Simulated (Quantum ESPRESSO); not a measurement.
Sn:

```
Sn
1.0
    -1.72654    1.77555    2.33834
     1.72654   -1.77555    2.33834
     1.72654    1.77555   -2.33834
Sn
1
Cartesian
  0.0000 0.0000 0.0000
```

This isn't the form of Sn at room conditions, which is tetragonal (white tin).

```yaml
Program: Quantum ESPRESSO 7.5
Task: single point
Functional: PBE
Potentials_or_basis: SSSP 1.3 efficiency PBE
Cutoff: 816 eV
Density_cutoff: 6531 eV
k_mesh: 11 × 11 × 11
Occupations: fermi-dirac, width 0.05 eV
Spin: no spin polarisation
```

On this cell: pressure -1.0 GPa; band gap on the k mesh none (metal or under the smearing width).

The same run follows on a disturbed copy (cell strained at random at fixed volume):

```xyz
1
Lattice="-1.6658 1.7656 2.2958 1.7444 -1.7991 2.3793 1.6824 1.8152 -2.3212" Properties=species:S:1:pos:R:3 pbc="T T T"
Sn   -0.0176    0.0062   -0.0314
```

**Question.** What does the disturbed cell give?

**Answer.** The energy (extrapolated to zero smearing) moves by +5.2 meV/atom; pressure -1.0 GPa; band gap on the k mesh none (metal or under the smearing width).

Stress tensor (GPa, compression positive):
```
-0.11 -0.02 -0.63
-0.02 -1.96  0.18
-0.63  0.18 -0.85
```
